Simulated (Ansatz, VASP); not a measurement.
HfC: 3 runs at one level of theory

The starting cell:

```xyz
2
Lattice="0.0000 2.3250 2.3250 2.3250 0.0000 2.3250 2.3250 2.3250 0.0000" Properties=species:S:1:pos:R:3 pbc="T T T"
Hf    2.3250    2.3250    2.3250
C     0.0000    0.0000    0.0000
```

Alike in all runs: task relaxation of cell and atoms; functional PBE; dispersion D3(BJ); k mesh 10 × 10 × 10; occupations fermi-dirac, width 0.05 eV; no spin polarisation; no spin-orbit coupling.

| program and potentials | plane-wave cutoff (eV) | notes | equilibrium volume (Å³/atom) |
| --- | --- | --- | --- |
| Ansatz, Ansatz PAW | 420 | 15 valence electrons an atom on average | 12.33 |
| VASP, PBE PAW files C, Hf_pv, 600 eV | 600 | 7 valence electrons an atom on average | 12.29 |
| Ansatz, all-electron LAPW, scalar-relativistic | - | - | 12.33 |

The equilibrium volume spans 12.29 (VASP, PBE PAW files C, Hf_pv, 600 eV) to 12.33 Å³/atom (Ansatz, all-electron LAPW, scalar-relativistic), with all-electron results at 12.33. Relaxations stop with a little pressure left, so the last digit of a volume isn't settled.

The functional is the same throughout but for its coding, so the spread measures potentials, basis and numerics; runs on potential files found faulty are left out.

The three runs give practically the same equilibrium volume for HfC, and the Ansatz PAW result coincides with the all-electron one at 12.33 Å³/atom. The VASP value is marginally smaller. Its potentials treat fewer electrons as valence, so the frozen Hf semicore and 4f shells may contribute, but the runs also differ in basis and potential construction, and the gap is too small to assign a cause.

This insensitivity is chemically reasonable: cohesion in rocksalt HfC comes mainly from covalent Hf 5d–C 2p bonding with some charge transfer to carbon, while the filled 4f shell is compact and nearly inert.

All three volumes lie slightly below the known experimental one. The pairwise dispersion term is a probable cause, since it adds attraction to a dense metallic carbide in which screening should weaken such forces; an error in the semilocal functional itself can't be separated from it here. Agreement on the volume doesn't establish equal accuracy for the bulk modulus or the states near the Fermi level.
